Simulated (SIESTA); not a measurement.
# MnO under changes of volume

One of the cells (10.999 Å³/atom); the others are scaled copies at fixed shape and fractional positions:

```
Mn O
1.0
     0.00000    2.22391    2.22391
     2.22391    0.00000    2.22391
     2.22391    2.22391    0.00000
Mn O
1 1
Cartesian
  0.0000 0.0000 0.0000
  2.2239 2.2239 2.2239
```

The cell is a database's computed one.

```yaml
Program: SIESTA 5.4.2
Functional: LDA
Potentials_or_basis: PseudoDojo 0.4 standard (LDA files)
Basis: DZP (energy shift 0.003 Ry; two zetas on semicore shells)
Grid_cutoff: 800 Ry
Energy_shift: 0.003 Ry
k_mesh: 7 × 7 × 7
Occupations: fermi-dirac, width 0.05 eV
Spin: collinear spin, ferromagnetic start
Starting_moments: "[4.0, 0.0] μB"
```

```csv
volume (Å³/atom),energy over the lowest point (meV/atom),pressure (GPa),moment (μB per cell)
10.339,0.00,-8.0,4.53
10.559,12.43,-10.9,4.56
10.779,29.54,-13.7,4.58
10.999,?,?,?
11.219,73.71,-17.2,4.67
11.439,98.44,-18.7,4.72
11.659,125.35,-19.9,4.77
```

What does the run at 10.999 Å³/atom give?

Energy over the lowest point 50.46 meV/atom; pressure -15.8 GPa; moment 4.62 μB per cell.

Worked out: A Birch-Murnaghan fit of order 3 (a polynomial in V^(-2/3)) to the other rows has no minimum within the range. It gives 50.19 meV/atom at 10.999 Å³/atom, against the run's 50.46, and -dE/dV = -16.1 GPa, against -15.8. A parabola through the other rows of the moment, of slope 0.183 μB per Å³/atom there, gives 4.62 μB, against the run's 4.62.

Energies are extrapolated to zero smearing.

Caveats: short orbitals over semicore shells can move pressures by several GPa; the basis of atomic orbitals isn't converged, which shifts pressures, moduli and gaps; a cell with one magnetic atom can't hold antiferromagnetic order, which such compounds often take.
